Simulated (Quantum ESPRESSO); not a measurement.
# AlP(110), H on both faces: a series in the number of layers, part 4 of 12

What law, if any, do the results for AlP(110), H on both faces follow against the number of layers?

Quantum ESPRESSO 7.5; plane-wave DFT, PBE, GBRV ultrasoft pseudopotentials.

So far. Step 2 (Relaxing cell and ions of the reference):  The last row is no step: it is a fresh SCF in the final cell with a new plane-wave basis, +0 meV from the row before. Step 4 (Relaxing the ions, 3 layers): The relaxation lowers the energy by 15 meV an atom.

The structure was built from a prototype and need not be the compound's stable phase.

**5. SCF with pw.x, 3 layers**

A run with the dipole correction and no field is the reference.

m0.f0.in

```
&control
  prefix = 'm0.f0'
  outdir = './out'
  pseudo_dir = './pseudo'
  calculation = 'scf'
  tprnfor = .true.
  tefield = .true.
  dipfield = .true.
/
&system
  ibrav = 0
  nat = 10
  ntyp = 3
  ecutwfc = 40
  ecutrho = 200
  occupations = 'smearing'
  smearing = 'fd'
  degauss = 0.002
  edir = 3
  emaxpos = 0.97
  eopreg = 0.04
  eamp = 0.0
  nbnd = 18
/
&electrons
  conv_thr = 1e-09
  mixing_beta = 0.4
  electron_maxstep = 120
  mixing_mode = 'plain'
/
ATOMIC_SPECIES
  H   1.0080  h_pbe_v1.4.uspp.F.UPF
  Al  26.9815  al_pbe_v1.uspp.F.UPF
  P   30.9738  p_pbe_v1.5.uspp.F.UPF
CELL_PARAMETERS angstrom
  5.50329919300000 0.00000000000000 0.00000000000000
  0.00000000000000 3.89386087700000 0.00000000000000
  0.00000000000000 0.00000000000000 22.44671343675356
ATOMIC_POSITIONS crystal
  H   0.828703664000 0.000000000000 0.351645042700
  H   0.398374019900 0.500000000000 0.365297990100
  Al  -0.004271247200 0.000000000000 0.409776399800
  P   0.246989918300 0.500000000000 0.416833911400
  Al  0.516586877200 0.500000000000 0.500000000000
  P   0.764481379200 0.000000000000 0.500000000000
  Al  -0.004271247200 0.000000000000 0.590223600200
  P   0.246989918300 0.500000000000 0.583166088600
  H   0.398374019900 0.500000000000 0.634702009900
  H   0.828703664000 0.000000000000 0.648354957300
K_POINTS automatic
  4 4 1 0 0 0
```

The run is started by

```bash
OMP_NUM_THREADS=1 mpirun -n 4 pw.x -nk 1 -in m0.f0.in > m0.f0.out
```

Log:

```text
[banner, memory and clock lines left out]
Program PWSCF v.7.5 starts
[citation notice left out]

[...]
bravais-lattice index     =            0
     lattice parameter (alat)  =      10.3997  a.u.
     unit-cell volume          =    3246.0329 (a.u.)^3
     number of atoms/cell      =           10
     number of atomic types    =            3
     number of electrons       =        28.00
     number of Kohn-Sham states=           18
     kinetic-energy cutoff     =      40.0000  Ry
     charge density cutoff     =     200.0000  Ry
     scf convergence threshold =      1.0E-09
     mixing beta               =       0.4000
     number of iterations used =            8  plain     mixing
     Exchange-correlation=  SLA  PW   PBX  PBC
                           (   1   4   3   4   0   0   0)

[...]
PseudoPot. # 1 for H  read from file:
     ./pseudo/h_pbe_v1.4.uspp.F.UPF
     Pseudo is Ultrasoft, Zval =  1.0
     Generated by new atomic code, or converted to UPF format
     Using radial grid of  615 points,  2 beta functions with:
                l(1) =   0
                l(2) =   0
     Q(r) pseudized with  8 coefficients,  rinner =    0.700

     PseudoPot. # 2 for Al read from file:
     ./pseudo/al_pbe_v1.uspp.F.UPF
     Pseudo is Ultrasoft + core correction, Zval =  3.0
     Generated by new atomic code, or converted to UPF format
     Using radial grid of  893 points,  3 beta functions with:
                l(1) =   0
                l(2) =   1
                l(3) =   2
     Q(r) pseudized with  8 coefficients,  rinner =    0.900   0.900   0.900
                                                       0.900   0.900

     PseudoPot. # 3 for P  read from file:
     ./pseudo/p_pbe_v1.5.uspp.F.UPF
     Pseudo is Ultrasoft + core correction, Zval =  5.0
     Generated by new atomic code, or converted to UPF format
     Using radial grid of  903 points,  6 beta functions with:
                l(1) =   0
                l(2) =   0
                l(3) =   1
                l(4) =   1
                l(5) =   2
                l(6) =   2
     Q(r) pseudized with  8 coefficients,  rinner =    1.300   1.300   1.300
                                                       1.300   1.300

     atomic species   valence    mass     pseudopotential
     H                 1.00     1.00800     H ( 1.00)
     Al                3.00    26.98150     Al( 1.00)
     P                 5.00    30.97380     P ( 1.00)

     No symmetry found

[...]
number of k points=    10  Fermi-Dirac smearing, width (Ry)=  0.0020
[...]
Dense  grid:   155189 G-vectors     FFT dimensions: (  48,  36, 192)

     Smooth grid:   110935 G-vectors     FFT dimensions: (  45,  30, 180)

     Initial potential from superposition of free atoms

     starting charge      27.9921, renormalised to      28.0000

     negative rho (up, down):  3.089E-04 0.000E+00

     Adding external electric field

     Computed dipole along edir(3) :
        Dipole                0.0000 Ry au,          0.0000 Debye
        Dipole field          0.0000 Ry au,

        Potential amp.       -0.0000 Ry
        Total length         40.7214 bohr

     Starting wfcs are   28 randomized atomic wfcs

     per-process dynamical memory:    41.3 Mb

     Self-consistent Calculation

     iteration #  1     ecut=    40.00 Ry     beta= 0.40
     Davidson diagonalization with overlap
     ethr =  1.00E-02,  avg # of iterations =  3.0

     negative rho (up, down):  3.763E-04 0.000E+00

     Adding external electric field

     Computed dipole along edir(3) :
        Dipole               -0.0010 Ry au,         -0.0027 Debye
        Dipole field         -0.0000 Ry au,

        Potential amp.        0.0003 Ry
        Total length         40.7214 bohr

     total energy              =     -71.52073796 Ry
     estimated scf accuracy    <       0.46831915 Ry

     iteration #  2     ecut=    40.00 Ry     beta= 0.40
[...]
negative rho (up, down):  4.615E-04 0.000E+00

[...]
Dipole                0.0012 Ry au,          0.0031 Debye
[...]
total energy              =     -71.51455762 Ry
     estimated scf accuracy    <       0.10076598 Ry

     iteration #  3     ecut=    40.00 Ry     beta= 0.40
[...]
negative rho (up, down):  5.364E-04 0.000E+00

[...]
Dipole               -0.0024 Ry au,         -0.0060 Debye
[...]
total energy              =     -71.52574112 Ry
     estimated scf accuracy    <       0.00648345 Ry

     iteration #  4     ecut=    40.00 Ry     beta= 0.40
[...]
negative rho (up, down):  6.066E-04 0.000E+00

[...]
Dipole                0.0050 Ry au,          0.0128 Debye
[...]
total energy              =     -71.52644206 Ry
     estimated scf accuracy    <       0.00069719 Ry

     iteration #  5     ecut=    40.00 Ry     beta= 0.40
[...]
negative rho (up, down):  6.201E-04 0.000E+00

[...]
Dipole               -0.0044 Ry au,         -0.0111 Debye
[...]
total energy              =     -71.52657453 Ry
     estimated scf accuracy    <       0.00008623 Ry

     iteration #  6     ecut=    40.00 Ry     beta= 0.40
[...]
negative rho (up, down):  6.323E-04 0.000E+00

[...]
Dipole                0.0016 Ry au,          0.0040 Debye
[...]
total energy              =     -71.52662333 Ry
     estimated scf accuracy    <       0.00002022 Ry

[...]
iteration # 10     ecut=    40.00 Ry     beta= 0.40
[...]
negative rho (up, down):  6.477E-04 0.000E+00

[...]
Dipole                0.0000 Ry au,          0.0000 Debye
[...]
total energy              =     -71.52662876 Ry
     estimated scf accuracy    <       0.00000002 Ry

     iteration # 11     ecut=    40.00 Ry     beta= 0.40
[...]
negative rho (up, down):  6.483E-04 0.000E+00

[...]
Dipole                0.0000 Ry au,          0.0000 Debye
[...]
total energy              =     -71.52662876 Ry
     estimated scf accuracy    <          4.5E-09 Ry

     iteration # 12     ecut=    40.00 Ry     beta= 0.40
[...]
negative rho (up, down):  6.487E-04 0.000E+00

[...]
Dipole                0.0000 Ry au,          0.0000 Debye
[...]
total energy              =     -71.52662876 Ry
     estimated scf accuracy    <          1.8E-09 Ry

     iteration # 13     ecut=    40.00 Ry     beta= 0.40
[...]
negative rho (up, down):  6.493E-04 0.000E+00

[...]
Dipole                0.0000 Ry au,          0.0000 Debye
[...]
End of self-consistent calculation

          k = 0.0000 0.0000 0.0000 ( 13939 PWs)   bands (ev):

   -13.9654 -13.2473 -12.2488  -7.8277  -7.6169  -7.4487  -6.1259  -5.4216
    -5.2873  -4.4641  -3.6358  -3.6229  -3.5562  -2.8908  -0.2770   0.6102
     0.8939   1.2974

          k = 0.0000 0.3533 0.0000 ( 13881 PWs)   bands (ev):

   -13.5964 -12.9927 -12.1462  -7.7207  -7.6166  -7.3834  -6.1830  -5.6933
    -5.5361  -5.0474  -4.5585  -4.4222  -3.9287  -3.7338   0.3297   0.6796
     1.1201   1.5546

[...]
the Fermi energy is    -2.0256 ev

!    total energy              =     -71.52662876 Ry
     estimated scf accuracy    <          5.1E-11 Ry
     smearing contrib. (-TS)   =      -0.00000000 Ry
     internal energy E=F+TS    =     -71.52662876 Ry

     The total energy is F=E-TS. E is the sum of the following terms:
     one-electron contribution =    -437.24164643 Ry
     hartree contribution      =     223.27456576 Ry
     xc contribution           =     -33.35333510 Ry
     ewald contribution        =     175.79378701 Ry
     electric field correction =       0.00000000 Ry

     convergence has been achieved in  13 iterations

     negative rho (up, down):  6.493E-04 0.000E+00

     Forces acting on atoms (cartesian axes, Ry/au):

     atom    1 type  1   force =     0.00007873    0.00000000   -0.00005064
     atom    2 type  1   force =    -0.00016748    0.00000000   -0.00003238
     atom    3 type  2   force =     0.00013969    0.00000000   -0.00004895
     atom    4 type  3   force =     0.00005120    0.00000000    0.00008168
     atom    5 type  2   force =     0.00024329    0.00000001    0.00000002
     atom    6 type  3   force =    -0.00044754   -0.00000002    0.00000013
     atom    7 type  2   force =     0.00013968    0.00000002    0.00004892
     atom    8 type  3   force =     0.00005118   -0.00000002   -0.00008167
     atom    9 type  1   force =    -0.00016747    0.00000001    0.00003232
     atom   10 type  1   force =     0.00007872    0.00000000    0.00005057

     Total force =     0.000631     Total SCF correction =     0.000007

[...]
```

Elapsed: 26 s, on 4 MPI ranks of Arm Neoverse V1, shared host; peak memory 0.85 GiB.

Read from the output:

| Property | Result |
| --- | --- |
| dipole along the normal | 0 e·Å |
| valence top, on the run's zero | -2.891 eV |
| conduction bottom, on the run's zero | -0.3717 eV |
| gap by band count | 2.519 eV |

**6. Electrostatic potential, 3 layers**

plot_num = 11 writes the bare and Hartree potential, from which vacuum levels or, in a crystal, the mean potential are read.

m0.f0.pot.in

```
&inputpp
  prefix = 'm0.f0'
  outdir = './out'
  filplot = 'm0.f0.pot.dat'
  plot_num = 11
/
```

The run is started by

```bash
OMP_NUM_THREADS=1 mpirun -n 4 pp.x -in m0.f0.pot.in > m0.f0.pot.out
```

Log:

```text
[banner, memory and clock lines left out]
Program POST-PROC v.7.5 starts

          URL

     ./out/m0.f0.save/

     IMPORTANT: XC functional enforced from input :
     Exchange-correlation= PBE
                           (   1   4   3   4   0   0   0)
     Any further DFT definition will be discarded
     Please, verify this is what you really want

     negative rho (up, down):  6.493E-04 0.000E+00

     Adding external electric field

     Computed dipole along edir(3) :
        Dipole                0.0000 Ry au,          0.0000 Debye
        Dipole field          0.0000 Ry au,

        Potential amp.       -0.0000 Ry
        Total length         40.7214 bohr

     Calling punch_plot, plot_num =  11

     Adding external electric field

     Computed dipole along edir(3) :
        Dipole                0.0000 Ry au,          0.0000 Debye
        Dipole field          0.0000 Ry au,

        Potential amp.       -0.0000 Ry
        Total length         40.7214 bohr

     Writing data to file  m0.f0.pot.dat
     Message from routine chdens:
     namelist plot not found or invalid, exiting
```

Elapsed: 1.2 s, on 4 MPI ranks; peak memory 0.16 GiB.

Read from the output:

```
slope of the potential above                                          : 1.64e-6 eV/Å
upper vacuum line continued to the top atoms, over the valence top    : 5.774 eV
slope of the potential below                                          : -1.38e-6 eV/Å
lower vacuum line continued to the bottom atoms, over the valence top : 5.774 eV
vacuum level at the upper face over the valence top of the mesh       : 5.774 eV
vacuum level at the lower face over the valence top of the mesh       : 5.774 eV
```

Electrostatic potential energy of an electron, with the sawtooth; zero at the highest filled level of the SCF mesh. Table of potential energy, planar mean by z:

z (Å), potential energy, planar mean (eV) and a bar from the least value:
```
      0.0       5.77 ##############################
      0.5       5.77 ##############################
      1.0       5.77 ##############################
      1.5       5.77 ##############################
      2.0       5.77 ##############################
      2.5       5.77 ##############################
      3.0       5.77 ##############################
      3.5       5.77 ##############################
      4.0       5.77 ##############################
      4.5       5.77 ##############################
      5.0       5.77 ##############################
      5.5       5.77 ##############################
      6.0       5.76 ##############################
      6.5       5.73 ##############################
      7.0       5.57 ##############################
      7.5       4.81 ############################
      8.0       2.90 #######################
      8.5       0.72 ###################
      9.0      -5.80 ####
      9.5      -6.97 #
     10.0      -0.63 ###############
     10.5      -0.45 ################
     11.0      -6.97 #
     11.5      -6.33 ##
     12.0      -0.06 #################
     12.5      -1.15 ##############
     13.0      -7.41 
     13.5      -5.03 #####
     14.0       1.12 ###################
     14.5       3.08 ########################
     15.0       4.96 ############################
     15.5       5.60 ##############################
     16.0       5.74 ##############################
     16.5       5.77 ##############################
     17.0       5.77 ##############################
     17.5       5.77 ##############################
     18.0       5.77 ##############################
     18.5       5.77 ##############################
     19.0       5.77 ##############################
     19.5       5.77 ##############################
     20.0       5.77 ##############################
     20.5       5.77 ##############################
     21.0       5.77 ##############################
     21.5       5.77 ##############################
     22.0       5.77 ##############################
```

(Part 4 of 12 ends here.)

[Logs are printed without paths, hosts, clocks, repeated set-up lines and the standing remarks that a program may print on its own settings, such as how far it seeks lower states.]

[Hosts, paths, dates, database ids (printed as entryN), source tags and the programs' standing remarks are cut or masked in the printed files.]

[Maps of the electrostatic potential energy from Ansatz leave out the sawtooth potential of an applied field or a dipole correction, so their vacuum need not be flat; planar profiles and work functions include it.]
